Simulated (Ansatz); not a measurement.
A run of Ansatz 0.2.0 is set up as follows.

File input.yaml:

```yaml
crystal:
  lattice:
    - [3.811, 0.0, 0.0]
    - [-1.9055, 3.3004228138, 0.0]
    - [0.0, 0.0, 6.136]
  atoms:
    - { symbol: Sn, position: [0.0, 0.0, 0.0], spin: 0.5 }
    - { symbol: Se, position: [0.6666666667, 0.3333333333, 0.751] }
    - { symbol: Se, position: [0.3333333333, 0.6666666667, 0.249] }
kpoints:
  mp_grid: { grid: [8, 8, 5] }
scf:
  occupations: { method: gaussian, width: 0.025 }
  lower_state_search: "off"
hamiltonian:
  xc: revpbe
  dispersion: d3bj
  pseudopotentials: { kind: all_electron, datasets: crystal }
magnetization:
  spin_polarized: true
output: {}
phonons:
  method: fd
  supercell: [1, 1, 1]
```

Potentials or basis: all-electron PAW datasets made for the crystal.

Command:

```bash
$ ansatz run input.yaml --threads 2 --pin off --max-ram 6144MiB --backend cpu --events-out ev --progress --plain --runs-dir out
```

Q: Estimate the highest phonon frequency at Γ, LO-TO splitting left out.

A: 257 cm⁻¹.

Q: Estimate the band gap on the k mesh.

A: 0.87 eV, indirect (least direct gap 1.21 eV).

Phonon frequencies in cm⁻¹ (negative: imaginary):
```csv
q point,frequencies
"(0.000, 0.000, 0.000)",0 0 0 133 133 165 165 196 257
```

Caveat: a metal's response needs a denser mesh; the program warned that the printed levels may be off, so bands, gaps and densities of states are rough; spin-orbit coupling is left out, which moves the levels of the heavy elements; an odd mesh through Γ misses points on the zone boundary, where band edges often lie; the starting moments weren't kept.
